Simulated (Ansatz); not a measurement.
# Convergence of a linear-scaling basis for generalised stacking fault on (110) of a LiCl-LiBr solid solution (56 atoms)

Aim: test how closely localised support functions follow the reference on generalised stacking fault on (110) of a LiCl-LiBr solid solution (56 atoms), and at what cost. A setting counts as converged where the r.m.s. difference of forces stays under 1 % of the r.m.s. force.

Calculated with Ansatz 0.2.0; Kohn-Sham DFT, PBE, PAW (set soft_2), plane waves.

This is a report of a sequence of runs, with most program output left out.

## Step 1: The structure

The cell holds 56 atoms: 28 Li, 10 Br and 18 Cl. Its edges and angles: a = 7.448 Å, b = 5.266 Å, c = 26.357 Å, α = 90.0°, β = 85.3°, γ = 90.0°. It derives from LiCl and LiBr. Rock-salt LiCl lattice (a = 5.2663 Å, the value set for the mixture), cell with z along [110], 2 x 1 x 7 periods; the third cell vector is tilted by 0.583 of 1/2[1-10] and lengthened by 0.2 Å, so the cell holds one fault; displaced by a Gaussian of 0.01 Å; 10 of 28 Cl sites given to Br at random (lattice constant by Vegard's rule between LiCl and LiBr).

Before any run, some limits are plain. The cell is under 6 Å thick along one periodic direction, so every atom has periodic images of itself close by, which move with it and show among its neighbours and in g(r). The host structure and its lattice constant were typed by rule, without a check against the phase diagram.

## Step 2: Plane-wave single point

This run is the reference for what follows, at a cutoff of 420 eV.

input.yaml

```yaml
crystal:
  lattice:
    - [7.44767, 0.0, 0.0]
    - [0.0, 5.2663, 0.0]
    - [2.17226, 0.0, 26.26686]
  atoms:
    - { symbol: Li, position: [0.71246, 0.00218, 0.992] }
    - { symbol: Br, position: [0.7292, 0.0014, 0.07085] }
    - { symbol: Li, position: [0.9591, 0.99891, 0.14148] }
    - { symbol: Cl, position: [0.68694, 0.00223, 0.21221] }
    - { symbol: Li, position: [0.91834, 0.00101, 0.28303] }
    - { symbol: Cl, position: [0.64591, 0.00063, 0.35393] }
    - { symbol: Li, position: [0.87462, 0.00064, 0.42515] }
    - { symbol: Cl, position: [0.60524, 0.00185, 0.49638] }
[... 44 atom lines left out ...]
    - { symbol: Li, position: [0.52251, 0.50001, 0.77954] }
    - { symbol: Br, position: [0.2498, 0.50152, 0.85002] }
    - { symbol: Li, position: [0.48032, 0.49745, 0.92088] }
    - { symbol: Br, position: [0.20972, 0.50399, 0.99235] }
kpoints:
  mp_grid: { grid: [2, 3, 1] }
hamiltonian:
  xc: pbe
scf:
  occupations: { method: fermi_dirac, width: 0.05 }
output:
  forces: true
  stress: true
  populations: true
  dos:
    method: { smearing: { sigma: 0.08 } }
    de: 0.1
    projected: { site_lists: { Br: [Br], Cl: [Cl], Li: [Li] } }
  eigenvalues: true
  write_density: true
  write_potential: true
  volumetric_format: npy
  elf: true
```

Run with:

```bash
$ ansatz run input.yaml --threads 4 --pin off --max-ram 8192MiB --backend cpu --events-out ev --progress --plain --runs-dir out
```

Wall time 44 s (4 threads of Arm Neoverse V2, shared host); peak memory 3 GiB; 2.3 min of CPU time.

Read from the output:

- free energy: -53088.1228 eV
- free energy per atom: -948.0022 eV/atom
- SCF cycles: 7
- pressure: 1.318 GPa
- r.m.s. force component: 0.4546 eV/Å
- longest force: 2.414 eV/Å
- Fermi energy: 4.824 eV
- gap (highest filled to lowest empty level): 5.346 eV
- spilling of the projection: 0.006225

The r.m.s. force component of 0.45 eV/Å sets the scale for the differences below.

## Step 3: Support functions medium

The cell is solved in localised support functions. The level medium gives here a grid of 36×24×120 points and a radius of 3.97 Å.

This step: Kohn-Sham DFT, PBE, PAW (set soft_2), localised support functions (medium) (Ansatz 0.2.0).

input.yaml, the sections that differ from step 2:

```yaml
scf:
  occupations: { method: fermi_dirac, width: 0.05 }
  eigensolver: { kind: { support_functions: { accuracy: medium } } }
  mixing: { beta: 0.2 }
  max_iter: 150
output:
  forces: true
# crystal, kpoints, hamiltonian: as in step 2
```

Elapsed: 67 s, on 4 threads; peak memory 2 GiB; 4.2 min of CPU time.

The program notes that the band table was not solved further than the SCF left it and it switched symmetry off.

Keys that differ from the reference: support_functions.accuracy = "medium", scf.max_iter = 150 and scf.mixing.beta = 0.2.

Forces differ from the reference by 0.13 meV/Å r.m.s., 0.028 % of their size, well within a tolerance of 1 %; the energy by -0.25 meV/atom. It took 67 s and 17 cycles; the reference's time can't be set against it, since the two runs asked for unlike analyses.

## Step 4: Support functions low

The level low is asked for. Here it resolves to the same grid and radius as in the run with support functions medium, so the basis is not new.

This step: Kohn-Sham DFT, PBE, PAW (set soft_2), localised support functions (low) (Ansatz 0.2.0).

input.yaml, the sections that differ from step 3:

```yaml
scf:
  occupations: { method: fermi_dirac, width: 0.05 }
  eigensolver: { kind: { support_functions: { accuracy: low } } }
  mixing: { beta: 0.2 }
  max_iter: 150
# crystal, kpoints, hamiltonian, output: as in step 3
```

It took 63 s on 4 threads; peak memory 2 GiB.

Keys that differ from the reference: support_functions.accuracy = "low", scf.max_iter = 150 and scf.mixing.beta = 0.2.

Forces differ from the reference by 0.14 meV/Å r.m.s., 0.030 % of their size, well within a tolerance of 1 %; the energy by -0.25 meV/atom. It took 63 s and 15 cycles; the reference's time can't be set against it, since the two runs asked for unlike analyses.

## Step 5: Support functions high

The cell is solved in localised support functions. The level high gives here a grid of 48×30×144 points and a radius of 4.75 Å.

This step: Kohn-Sham DFT, PBE, PAW (set soft_2), localised support functions (high) (Ansatz 0.2.0).

input.yaml, the sections that differ from step 4:

```yaml
scf:
  occupations: { method: fermi_dirac, width: 0.05 }
  eigensolver: { kind: { support_functions: { accuracy: high } } }
  mixing: { beta: 0.2 }
  max_iter: 150
# crystal, kpoints, hamiltonian, output: as in step 4
```

It took 3.2 min on 4 threads; peak memory 4 GiB.

Keys that differ from the reference: support_functions.accuracy = "high", scf.max_iter = 150 and scf.mixing.beta = 0.2.

Forces differ from the reference by 0.045 meV/Å r.m.s., 0.0099 % of their size, well within a tolerance of 1 %; the energy by -0.29 meV/atom. It took 3.2 min and 19 cycles; the reference's time can't be set against it, since the two runs asked for unlike analyses.

## Step 6: Support functions medium, radius 3.85 Å

The radius confines each support function; a larger one gives more freedom and more work per atom.

This step: Kohn-Sham DFT, PBE, PAW (set soft_2), localised support functions (medium) (Ansatz 0.2.0).

input.yaml, the sections that differ from step 5:

```yaml
scf:
  occupations: { method: fermi_dirac, width: 0.05 }
  eigensolver: { kind: { support_functions: { accuracy: medium, radius: 3.85 } } }
  mixing: { beta: 0.2 }
  max_iter: 150
# crystal, kpoints, hamiltonian, output: as in step 5
```

Elapsed: 62 s, on 4 threads; peak memory 1.9 GiB; 3.8 min of CPU time.

Keys that differ from the reference: support_functions.accuracy = "medium", support_functions.radius = 3.85, scf.max_iter = 150 and scf.mixing.beta = 0.2.

Forces differ from the reference by 0.14 meV/Å r.m.s., 0.030 % of their size, well within a tolerance of 1 %; the energy by -0.25 meV/atom. It took 62 s and 17 cycles; the reference's time can't be set against it, since the two runs asked for unlike analyses.

## Step 7: Support functions medium, radius 4.17 Å

input.yaml, the sections that differ from step 6:

```yaml
scf:
  occupations: { method: fermi_dirac, width: 0.05 }
  eigensolver: { kind: { support_functions: { accuracy: medium, radius: 4.17 } } }
  mixing: { beta: 0.2 }
  max_iter: 150
# crystal, kpoints, hamiltonian, output: as in step 6
```

It took 76 s on 4 threads; peak memory 2.2 GiB; 4.8 min of CPU time.

Keys that differ from the reference: support_functions.accuracy = "medium", support_functions.radius = 4.17, scf.max_iter = 150 and scf.mixing.beta = 0.2.

Forces differ from the reference by 0.095 meV/Å r.m.s., 0.021 % of their size, well within a tolerance of 1 %; the energy by -0.25 meV/atom. It took 76 s and 17 cycles; the reference's time can't be set against it, since the two runs asked for unlike analyses.

## Step 8: Support functions medium, radius 4.44 Å

input.yaml, the sections that differ from step 7:

```yaml
scf:
  occupations: { method: fermi_dirac, width: 0.05 }
  eigensolver: { kind: { support_functions: { accuracy: medium, radius: 4.44 } } }
  mixing: { beta: 0.2 }
  max_iter: 150
# crystal, kpoints, hamiltonian, output: as in step 7
```

The job ended after 91 s (4 threads; peak memory 2.4 GiB).

Keys that differ from the reference: support_functions.accuracy = "medium", support_functions.radius = 4.44, scf.max_iter = 150 and scf.mixing.beta = 0.2.

Forces differ from the reference by 0.078 meV/Å r.m.s., 0.017 % of their size, well within a tolerance of 1 %; the energy by -0.25 meV/atom. It took 91 s and 18 cycles; the reference's time can't be set against it, since the two runs asked for unlike analyses.

## Step 9: Support functions medium, radius 4.76 Å

input.yaml, the sections that differ from step 8:

```yaml
scf:
  occupations: { method: fermi_dirac, width: 0.05 }
  eigensolver: { kind: { support_functions: { accuracy: medium, radius: 4.76 } } }
  mixing: { beta: 0.2 }
  max_iter: 150
# crystal, kpoints, hamiltonian, output: as in step 8
```

Elapsed: 1.9 min, on 4 threads; peak memory 2.7 GiB; 7.2 min of CPU time.

Keys that differ from the reference: support_functions.accuracy = "medium", support_functions.radius = 4.76, scf.max_iter = 150 and scf.mixing.beta = 0.2.

Forces differ from the reference by 0.074 meV/Å r.m.s., 0.016 % of their size, well within a tolerance of 1 %; the energy by -0.25 meV/atom. It took 1.9 min and 18 cycles; the reference's time can't be set against it, since the two runs asked for unlike analyses.

## Step 10: Support functions medium, radius 5.36 Å

input.yaml, the sections that differ from step 9:

```yaml
scf:
  occupations: { method: fermi_dirac, width: 0.05 }
  eigensolver: { kind: { support_functions: { accuracy: medium, radius: 5.36 } } }
  mixing: { beta: 0.2 }
  max_iter: 150
# crystal, kpoints, hamiltonian, output: as in step 9
```

Elapsed: 3 min, on 4 threads; peak memory 3.4 GiB.

Keys that differ from the reference: support_functions.accuracy = "medium", support_functions.radius = 5.36, scf.max_iter = 150 and scf.mixing.beta = 0.2.

Forces differ from the reference by 0.069 meV/Å r.m.s., 0.015 % of their size, well within a tolerance of 1 %; the energy by -0.25 meV/atom. It took 3 min and 18 cycles; the reference's time can't be set against it, since the two runs asked for unlike analyses.

## Step 11: Support functions medium, radius 5.95 Å

input.yaml, the sections that differ from step 10:

```yaml
scf:
  occupations: { method: fermi_dirac, width: 0.05 }
  eigensolver: { kind: { support_functions: { accuracy: medium, radius: 5.95 } } }
  mixing: { beta: 0.2 }
  max_iter: 150
# crystal, kpoints, hamiltonian, output: as in step 10
```

Run time: 4.6 min. Hardware: 4 threads; peak memory 4.3 GiB.

Keys that differ from the reference: support_functions.accuracy = "medium", support_functions.radius = 5.95, scf.max_iter = 150 and scf.mixing.beta = 0.2.

Forces differ from the reference by 0.069 meV/Å r.m.s., 0.015 % of their size, well within a tolerance of 1 %; the energy by -0.25 meV/atom. It took 4.6 min and 18 cycles; the reference's time can't be set against it, since the two runs asked for unlike analyses.

## Step 12: Cost against change

Each row is set against the plane-wave reference (Kohn-Sham DFT, PBE, PAW (set soft_2), plane waves; r.m.s. force component 0.455 eV/Å). Energies are set beside the reference only for runs with its functional, potentials and electron count. Times are for 4 threads of Arm Neoverse V2, shared host. The reference's time includes the DOS, ELF, the stress and grids, which some other runs skip.

```csv
run,"Δ force, r.m.s. (meV/Å)",share of r.m.s. force (%),Δ energy (meV/atom),Δ gap (eV),cycles,time,host memory (GiB)
reference,-,-,-,-,7,44 s,3.0
support functions medium,0.128,0.0282,-0.250,8.0e-4,17,67 s,2.0
support functions low,0.136,0.0299,-0.250,9.0e-4,15,63 s,2.0
support functions high,0.045,0.0099,-0.293,-3.0e-4,19,3.2 min,4.0
"support functions medium, radius 3.85 Å",0.135,0.0296,-0.251,0.001,17,62 s,1.9
"support functions medium, radius 4.17 Å",0.095,0.0208,-0.250,4.0e-4,17,76 s,2.2
"support functions medium, radius 4.44 Å",0.078,0.0172,-0.250,0,18,91 s,2.4
"support functions medium, radius 4.76 Å",0.074,0.0162,-0.250,-1.0e-4,18,1.9 min,2.7
"support functions medium, radius 5.36 Å",0.069,0.0152,-0.250,-2.0e-4,18,3 min,3.4
"support functions medium, radius 5.95 Å",0.069,0.0152,-0.25,-2.0e-4,18,4.6 min,4.3
```

## Step 13: The reference in detail

The comparisons rest on this run, so its electronic structure is set out here.

Neighbours are counted within 3.06 Å (Li-Cl), 3.02 Å (Li-Br).

Length of the force by element and coordination:

```csv
element,coordination,atoms,mean length of the force (eV/Å),spread,least,most
Br,all,10,0.747,1.02,0.0236,2.41
Br,5,3,2.30,0.138,2.11,2.41
Br,6,7,0.0808,0.0381,0.0236,0.152
Cl,all,18,0.141,0.293,0.0271,1.34
Cl,5,1,1.34,0,1.34,1.34
Cl,6,17,0.071,0.0348,0.0271,0.170
Li,all,28,0.418,0.653,0.0106,2.36
Li,5,4,1.92,0.558,0.960,2.36
Li,6,24,0.168,0.0927,0.0106,0.277
```

Löwdin charges by element and coordination (they lack the spilled electrons, 0.031 e an atom on average):

```csv
element,coordination,atoms,mean charge (e),spread,least,most
Br,all,10,-0.549,0.0091,-0.565,-0.539
Br,5,3,-0.562,0.002,-0.565,-0.560
Br,6,7,-0.543,0.0019,-0.546,-0.539
Cl,all,18,-0.629,0.0041,-0.644,-0.625
Cl,5,1,-0.644,0,-0.644,-0.644
Cl,6,17,-0.628,0.0018,-0.632,-0.625
Li,all,28,0.663,0.0141,0.628,0.686
Li,5,4,0.661,0.0119,0.644,0.677
Li,6,24,0.663,0.0144,0.628,0.686
```

Density of states as counts of states in windows of 1 eV (from the Fermi level), total and the larger projections:

```csv
from (eV),to (eV),total,Cl p,Br p,Li s,Cl s,Br s
-18,-17,0.0,0.0,0.0,0.0,0.0,0.0
-17,-16,16.0,0.0,0.0,3.1,8.3,4.5
-16,-15,40.0,0.0,0.0,1.4,25.1,13.4
-15,-7,0.0,0.0,0.0,0.0,0.0,0.0
-7,-6,0.2,0.1,0.1,0.0,0.0,0.0
-6,-5,46.5,26.8,15.3,3.6,0.2,0.2
-5,-4,53.7,37.1,14.1,1.4,0.2,0.2
-4,-3,63.8,38.5,24.4,0.2,0.0,0.0
-3,-2,3.9,0.7,3.1,0.0,0.0,0.0
-2,2,0.0,0.0,0.0,0.0,0.0,0.0
2,3,0.4,0.0,0.0,0.2,0.1,0.1
3,4,13.1,0.4,0.3,4.6,0.7,0.5
4,5,34.9,0.8,0.5,12.6,0.7,0.5
```

The curve was stored every 0.100 eV, coarse against its broadening of 0.08 eV, so these counts are rough.

The stored curve holds about 224 of the 280 electrons; the rest, give or take the few that broadening carries across the Fermi level, lie in deeper levels below its range.

The levels nearest the highest filled one (over half full), pooled over k-points and spins:

```csv
level less the highest filled one (eV),occupation
-0.222,2
-0.216,2
-0.193,2
-0.156,2
-0.150,2
0,2
5.35,0
5.75,0
5.82,0
5.92,0
6.12,0
6.14,0
```

Valence density in the ca plane at fractional y = 0.000, with atoms of Li and Br and Cl within 0.2 Å of it. It is the smooth field of the valence electrons, not physical close to the nuclei.

Ten steps, logarithmic in the rise over the least value, from '0' (0.0 e/Å³) to '9' (7.4 e/Å³), each cell a mean:
```
11321123332100124565420013566653101356466410
04884011111144212333210002355542000246665310
04995000000389600111015631123321000134554210
12663011100389600000038970001101574112222112
21011123321145201111027960000001798200000158
31001345543100013333212420111101687100000179
42002466664200135665310001344321132112211047
42002465465310246666521013566542000234442101
42002466665210246526531013666653101356664210
21001346654200135666531013663663101366566310
11321123432100124565420013566653101356466410
04884011111144112333210002355542001246665310
05995000000389500111015631123321000134554200
12663011100389600000038970001100564112222112
21111133321145301111027960000001797200000058
42001355543100013343212421111101697100000169
42102466664200135665320001344321242112211047
42102465465200146666521013566542000134443101
42002466665200246526531014666653101246665310
21001346654200135666531014663663101356566410
```
Columns run along c (16.0 Å, from fractional 0.39 to 1.00 of the cell), rows up along a (7.4 Å). Atoms in or near the plane, at fractional coordinates: Li at (0.99, 0.71), Li at (0.43, 0.87), Cl at (0.50, 0.61), Li at (0.57, 0.84), Cl at (0.64, 0.57), Li at (0.71, 0.79), Cl at (0.78, 0.52), Li at (0.85, 0.75), Cl at (0.92, 0.48), Li at (0.99, 0.21), Li at (0.42, 0.37), Cl at (0.50, 0.11), Li at (0.57, 0.34), Cl at (0.64, 0.07) and more.

(Part 1 of 2 ends here.)

[Logs are printed without paths, hosts, clocks, repeated set-up lines and the standing remarks that a program may print on its own settings, such as how far it seeks lower states.]

[Hosts, paths, dates, database ids (printed as entryN), source tags and the programs' standing remarks are cut or masked in the printed files.]
